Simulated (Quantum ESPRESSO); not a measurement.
# Re (P6_3/mmc) in Quantum ESPRESSO: equation of state

Aim: energy against volume of Re in PBE, for its equilibrium volume and stiffness.

All numbers are computed with Quantum ESPRESSO 7.5; they aren't measurements. Logs are shortened: lines on timing, memory, paths and dates and some standing lists are left out, and cuts for length are marked.

## (1) The crystal as given

The structure is hexagonal, space group P6_3/mmc (No. 194). The conventional cell has a = 2.761 Å, b = 2.761 Å, c = 4.458 Å, α = 90.00°, β = 90.00°, γ = 120.00°. Re (site symmetry -6m2) has 12 Re at 2.74 to 2.76 Å as nearest neighbours.

## (2) Single point, PBE, 13.83 Å³/atom

File pw.in:

```
&CONTROL
  calculation = 'scf'
  prefix = 'pwscf'
  outdir = './tmp'
  pseudo_dir = './pseudo'
  tprnfor = .true.
  tstress = .true.
  disk_io = 'nowf'
/
&SYSTEM
  ibrav = 0
  nat = 2
  ntyp = 1
  ecutwfc = 55
  ecutrho = 440
  nbnd = 22
  occupations = 'smearing'
  smearing = 'fd'
  degauss = 0.00367493
/
&ELECTRONS
  conv_thr = 4d-10
  electron_maxstep = 120
  mixing_beta = 0.5
/
ATOMIC_SPECIES
Re   186.2070 Re_pbe_v1.2.uspp.F.UPF
CELL_PARAMETERS angstrom
   2.7044413289    0.0000000000    0.0000000000
  -1.3522206645    2.3421148939    0.0000000000
   0.0000000000    0.0000000000    4.3671907899
ATOMIC_POSITIONS crystal
Re     0.6666666667    0.3333333333    0.7500000000
Re     0.3333333333    0.6666666667    0.2500000000
K_POINTS automatic
11 11 6 0 0 0
```

Potentials or basis: SSSP 1.3 efficiency PBE.

The run is started by

```bash
OMP_NUM_THREADS=1 pw.x -in pw.in > pw.out
```

pw.out:

```text
This program is part of the open-source Quantum ESPRESSO suite
     for quantum simulation of materials; please cite
         "P. Giannozzi et al., J. Phys.:Condens. Matter 21 395502 (2009);
         "P. Giannozzi et al., J. Phys.:Condens. Matter 29 465901 (2017);
         "P. Giannozzi et al., J. Chem. Phys. 152 154105 (2020);
     in publications or presentations arising from this work. More details at

     Message from routine setup:
     using ibrav=0 with symmetry is DISCOURAGED, use correct ibrav instead

     G-vector sticks info
     --------------------
     sticks:   dense  smooth     PW     G-vecs:    dense   smooth      PW
     Sum         793     397    121                29143    10203    1785

     Using Slab Decomposition

     bravais-lattice index     =            0
     lattice parameter (alat)  =       5.1107  a.u.
     unit-cell volume          =     186.6743 (a.u.)^3
     number of atoms/cell      =            2
     number of atomic types    =            1
     number of electrons       =        30.00
     number of Kohn-Sham states=           22
     kinetic-energy cutoff     =      55.0000  Ry
     charge density cutoff     =     440.0000  Ry
     scf convergence threshold =      4.0E-10
     mixing beta               =       0.5000
     number of iterations used =            8  plain     mixing
     Exchange-correlation= SLA  PW   PBE  PBE
                           (   1   4   3   4   0   0   0)

     celldm(1)=   5.110653  celldm(2)=   0.000000  celldm(3)=   0.000000
     celldm(4)=   0.000000  celldm(5)=   0.000000  celldm(6)=   0.000000

     crystal axes: (cart. coord. in units of alat)
               a(1) = (   1.000000   0.000000   0.000000 )
               a(2) = (  -0.500000   0.866025   0.000000 )
               a(3) = (   0.000000   0.000000   1.614822 )

     reciprocal axes: (cart. coord. in units 2 pi/alat)
               b(1) = (  1.000000  0.577350 -0.000000 )
               b(2) = (  0.000000  1.154701  0.000000 )
               b(3) = (  0.000000 -0.000000  0.619263 )

     PseudoPot. # 1 for Re read from file:
     Re_pbe_v1.2.uspp.F.UPF
     Pseudo is Ultrasoft + core correction, Zval = 15.0
     Generated by new atomic code, or converted to UPF format
     Using radial grid of  981 points,  8 beta functions with:
                l(1) =   0
                l(2) =   0
                l(3) =   1
                l(4) =   1
                l(5) =   2
                l(6) =   2
                l(7) =   3
                l(8) =   3
     Q(r) pseudized with  8 coefficients,  rinner =    1.150   1.150   1.150
                                                       1.150   1.150   1.150
                                                       1.150

     atomic species   valence    mass     pseudopotential
     Re               15.00   186.20700     Re( 1.00)

     24 Sym. Ops., with inversion, found (12 have fractional translation)

   Cartesian axes

     site n.     atom                  positions (alat units)
         1        Re     tau(   1) = (   0.5000000   0.2886751   1.2111163  )
         2        Re     tau(   2) = (  -0.0000000   0.5773503   0.4037054  )

     number of k points=    64  Fermi-Dirac smearing, width (Ry)=  0.0037
                       cart. coord. in units 2pi/alat
        k(    1) = (   0.0000000   0.0000000   0.0000000), wk =   0.0027548
        k(    2) = (   0.0000000   0.0000000   0.1032106), wk =   0.0055096
        k(    3) = (   0.0000000   0.0000000   0.2064211), wk =   0.0055096
        k(    4) = (   0.0000000   0.0000000  -0.3096317), wk =   0.0027548
        k(    5) = (   0.0000000   0.1049728   0.0000000), wk =   0.0165289
        k(    6) = (   0.0000000   0.1049728   0.1032106), wk =   0.0330579
[... 56 lines left out ...]
        k(   63) = (   0.2727273   0.5773503   0.2064211), wk =   0.0330579
        k(   64) = (   0.2727273   0.5773503  -0.3096317), wk =   0.0165289

     Dense  grid:    29143 G-vectors     FFT dimensions: (  36,  36,  60)

     Smooth grid:    10203 G-vectors     FFT dimensions: (  25,  25,  40)

     Initial potential from superposition of free atoms

     starting charge      28.9999, renormalised to      30.0000

     negative rho (up, down):  2.647E-01 0.000E+00
     Starting wfcs are   26 randomized atomic wfcs

     Self-consistent Calculation

     iteration #  1     ecut=    55.00 Ry     beta= 0.50
     Davidson diagonalization with overlap
     ethr =  1.00E-02,  avg # of iterations =  3.3

     negative rho (up, down):  2.729E-01 0.000E+00

     total energy              =    -381.25846530 Ry
     estimated scf accuracy    <       0.32410167 Ry

     iteration #  2     ecut=    55.00 Ry     beta= 0.50
     Davidson diagonalization with overlap
     ethr =  1.08E-03,  avg # of iterations =  2.0

     negative rho (up, down):  2.725E-01 0.000E+00

     total energy              =    -381.29648810 Ry
     estimated scf accuracy    <       0.00992614 Ry
[... 37 lines left out ...]
     iteration #  7     ecut=    55.00 Ry     beta= 0.50
     Davidson diagonalization with overlap
     ethr =  3.88E-11,  avg # of iterations =  4.4

     negative rho (up, down):  2.710E-01 0.000E+00

     total energy              =    -381.30026356 Ry
     estimated scf accuracy    <          4.8E-10 Ry

     iteration #  8     ecut=    55.00 Ry     beta= 0.50
     Davidson diagonalization with overlap
     ethr =  1.59E-12,  avg # of iterations =  2.3

     negative rho (up, down):  2.710E-01 0.000E+00

     End of self-consistent calculation

          k = 0.0000 0.0000 0.0000 (  1279 PWs)   bands (ev):

   -53.6704 -53.5085 -16.3120 -15.0154 -15.0154 -14.8030 -14.8030 -14.7764
    15.8941  19.0905  24.4302  24.4302  24.4411  25.3547  25.3547  26.3689
    26.3689  26.9372  29.8329  29.8329  36.9408  39.6111

          k = 0.0000 0.0000 0.1032 (  1273 PWs)   bands (ev):

   -53.6596 -53.5194 -16.2164 -15.0012 -15.0012 -14.8876 -14.8174 -14.8174
    16.2505  19.1242  24.2315  24.2815  24.2815  25.1352  25.1352  26.0228
    26.8508  26.8508  29.8723  29.8723  38.2688  39.0088

          k = 0.0000 0.0000 0.2064 (  1274 PWs)   bands (ev):

   -53.6303 -53.5493 -15.9502 -15.1843 -14.9627 -14.9627 -14.8566 -14.8566
    17.2087  19.0395  23.7817  24.1580  24.1580  24.4289  24.6792  24.6792
    27.8894  27.8894  29.6948  29.6948  38.7812  40.6995
[... 355 lines left out ...]
          k = 0.2727 0.5774 0.2064 (  1301 PWs)   bands (ev):

   -53.4847 -53.4764 -16.0123 -15.9542 -15.7382 -15.5253 -15.1450 -15.0816
    20.7735  21.4937  21.9458  22.2575  23.7615  24.1523  26.0129  27.3436
    29.6238  30.1892  34.5835  34.8230  37.8300  39.0808

          k = 0.2727 0.5774-0.3096 (  1300 PWs)   bands (ev):

   -53.4805 -53.4805 -16.0302 -16.0302 -15.6385 -15.6385 -15.0552 -15.0552
    21.0072  21.0072  22.3346  22.3346  23.8771  23.8771  26.3047  26.3047
    29.9368  29.9368  35.8117  35.8117  37.5610  37.5610

     the Fermi energy is    26.1943 ev

!    total energy              =    -381.30026356 Ry
     estimated scf accuracy    <          2.5E-11 Ry
     smearing contrib. (-TS)   =      -0.00086234 Ry
     internal energy E=F+TS    =    -381.29940122 Ry

     The total energy is F=E-TS. E is the sum of the following terms:
     one-electron contribution =     -24.14958342 Ry
     hartree contribution      =      34.77621918 Ry
     xc contribution           =    -105.41567505 Ry
     ewald contribution        =    -286.51036192 Ry

     convergence has been achieved in   8 iterations

     negative rho (up, down):  2.710E-01 0.000E+00

     Forces acting on atoms (cartesian axes, Ry/au):

     atom    1 type  1   force =     0.00000000    0.00000000    0.00000000
     atom    2 type  1   force =     0.00000000   -0.00000000    0.00000000

     Total force =     0.000000     Total SCF correction =     0.000000

     Computing stress (Cartesian axis) and pressure

     negative rho (up, down):  2.710E-01 0.000E+00
          total   stress  (Ry/bohr**3)                   (kbar)     P=      331.86
   0.00224340   0.00000000   0.00000000          330.02        0.00        0.00
   0.00000000   0.00224340   0.00000000            0.00      330.02        0.00
   0.00000000   0.00000000   0.00228098            0.00        0.00      335.54

=------------------------------------------------------------------------------=
   JOB DONE.
=------------------------------------------------------------------------------=
```

Wall time 36 s (1 thread of Intel Xeon Platinum 8259CL at 2.50GHz (Skylake/Cascade Lake), shared host); peak memory 0.33 GiB.

Results:

```
Free energy            : -5187.8544 eV
Pressure               : 33.2 GPa
Band gap on the k mesh : none (metal or under the smearing width)
```

## (3) Single point, PBE, 14.13 Å³/atom

pw.in, as its differences from that of step 2:

```diff
@@ -28,5 +28,5 @@
 CELL_PARAMETERS angstrom
-   2.7044413289    0.0000000000    0.0000000000
-  -1.3522206645    2.3421148939    0.0000000000
-   0.0000000000    0.0000000000    4.3671907899
+   2.7234873179    0.0000000000    0.0000000000
+  -1.3617436590    2.3586092042    0.0000000000
+   0.0000000000    0.0000000000    4.3979466679
 ATOMIC_POSITIONS crystal
```

Potentials or basis: SSSP 1.3 efficiency PBE.

The run is started by

```bash
OMP_NUM_THREADS=1 pw.x -in pw.in > pw.out
```

Run time: 36 s. Hardware: 1 thread of Intel Xeon Platinum 8259CL at 2.50GHz (Skylake/Cascade Lake), shared host; peak memory 0.34 GiB.

It converged, with:

- Free energy: -5187.9591 eV
- Pressure: 23.0 GPa
- Band gap on the k mesh: none (metal or under the smearing width)

## (4) Single point, PBE, 14.42 Å³/atom

pw.in, as its differences from that of step 3:

```diff
@@ -28,5 +28,5 @@
 CELL_PARAMETERS angstrom
-   2.7234873179    0.0000000000    0.0000000000
-  -1.3617436590    2.3586092042    0.0000000000
-   0.0000000000    0.0000000000    4.3979466679
+   2.7422705826    0.0000000000    0.0000000000
+  -1.3711352913    2.3748759886    0.0000000000
+   0.0000000000    0.0000000000    4.4282782931
 ATOMIC_POSITIONS crystal
```

The run is started by

```bash
OMP_NUM_THREADS=1 pw.x -in pw.in > pw.out
```

Wall time 36 s (1 thread of Intel Xeon Platinum 8259CL at 2.50GHz (Skylake/Cascade Lake), shared host); peak memory 0.35 GiB.

Results (log left out):

```yaml
Free_energy: -5188.0284 eV
Pressure: 13.8 GPa
Band_gap_on_the_k_mesh: none (metal or under the smearing width)
```

## (5) Single point, PBE, 14.71 Å³/atom

pw.in, as its differences from that of step 4:

```diff
@@ -28,5 +28,5 @@
 CELL_PARAMETERS angstrom
-   2.7422705826    0.0000000000    0.0000000000
-  -1.3711352913    2.3748759886    0.0000000000
-   0.0000000000    0.0000000000    4.4282782931
+   2.7608000000    0.0000000000    0.0000000000
+  -1.3804000000    2.3909229348    0.0000000000
+   0.0000000000    0.0000000000    4.4582000000
 ATOMIC_POSITIONS crystal
```

The run is started by

```bash
OMP_NUM_THREADS=1 pw.x -in pw.in > pw.out
```

Wall time 37 s (1 thread of Intel Xeon Platinum 8259CL at 2.50GHz (Skylake/Cascade Lake), shared host); peak memory 0.35 GiB.

Results (log left out):

- Free energy: -5188.0657 eV
- Pressure: 5.6 GPa
- Band gap on the k mesh: none (metal or under the smearing width)

## (6) Single point, PBE, 15.01 Å³/atom

pw.in, as its differences from that of step 5:

```diff
@@ -28,5 +28,5 @@
 CELL_PARAMETERS angstrom
-   2.7608000000    0.0000000000    0.0000000000
-  -1.3804000000    2.3909229348    0.0000000000
-   0.0000000000    0.0000000000    4.4582000000
+   2.7790839766    0.0000000000    0.0000000000
+  -1.3895419883    2.4067573230    0.0000000000
+   0.0000000000    0.0000000000    4.4877253638
 ATOMIC_POSITIONS crystal
```

Potentials or basis: SSSP 1.3 efficiency PBE.

The run is started by

```bash
OMP_NUM_THREADS=1 pw.x -in pw.in > pw.out
```

Wall time 39 s (1 thread of Intel Xeon Platinum 8259CL at 2.50GHz (Skylake/Cascade Lake), shared host); peak memory 0.36 GiB.

It converged, with:

```yaml
Free_energy: -5188.0742 eV
Pressure: -1.8 GPa
Band_gap_on_the_k_mesh: none (metal or under the smearing width)
```

## (7) Single point, PBE, 15.30 Å³/atom

pw.in, as its differences from that of step 6:

```diff
@@ -28,5 +28,5 @@
 CELL_PARAMETERS angstrom
-   2.7790839766    0.0000000000    0.0000000000
-  -1.3895419883    2.4067573230    0.0000000000
-   0.0000000000    0.0000000000    4.4877253638
+   2.7971304821    0.0000000000    0.0000000000
+  -1.3985652410    2.4223860552    0.0000000000
+   0.0000000000    0.0000000000    4.5168672541
 ATOMIC_POSITIONS crystal
```

The run is started by

```bash
OMP_NUM_THREADS=1 pw.x -in pw.in > pw.out
```

Wall time 40 s (1 thread of Intel Xeon Platinum 8259CL at 2.50GHz (Skylake/Cascade Lake), shared host); peak memory 0.36 GiB.

It converged, with:

```
Free energy            : -5188.0570 eV
Pressure               : -8.5 GPa
Band gap on the k mesh : none (metal or under the smearing width)
```

## (8) Single point, PBE, 15.60 Å³/atom

pw.in, as its differences from that of step 7:

```diff
@@ -28,5 +28,5 @@
 CELL_PARAMETERS angstrom
-   2.7971304821    0.0000000000    0.0000000000
-  -1.3985652410    2.4223860552    0.0000000000
-   0.0000000000    0.0000000000    4.5168672541
+   2.8149470801    0.0000000000    0.0000000000
+  -1.4074735401    2.4378156817    0.0000000000
+   0.0000000000    0.0000000000    4.5456378849
 ATOMIC_POSITIONS crystal
```

The run is started by

```bash
OMP_NUM_THREADS=1 pw.x -in pw.in > pw.out
```

Wall time 40 s (1 thread of Intel Xeon Platinum 8259CL at 2.50GHz (Skylake/Cascade Lake), shared host); peak memory 0.37 GiB.

It converged, with:

* Free energy: -5188.0165 eV
* Pressure: -14.4 GPa
* Band gap on the k mesh: none (metal or under the smearing width)

## (9) Equation of state, PBE

Potentials or basis: SSSP 1.3 efficiency PBE.

This step only gathers the single runs of the series.

What came out:

| Property | Result |
| --- | --- |
| Equilibrium volume | 14.95 Å³/atom |
| Bulk modulus at fixed shape and positions | 364 GPa |
| Pressure derivative of the bulk modulus | 4.4 |

Energy against volume, from the lowest point:
```csv
volume (Å³/atom),energy (meV/atom)
13.831,109.93
14.125,57.55
14.420,22.91
14.714,4.26
15.008,0.00
15.303,8.61
15.597,28.85
```

Caveat: the cell was scaled at fixed shape and fractional positions, which overstates the stiffness of a crystal with free parameters, most of all of layers and chains. Spin-orbit coupling is left out, which matters for the levels of Re.
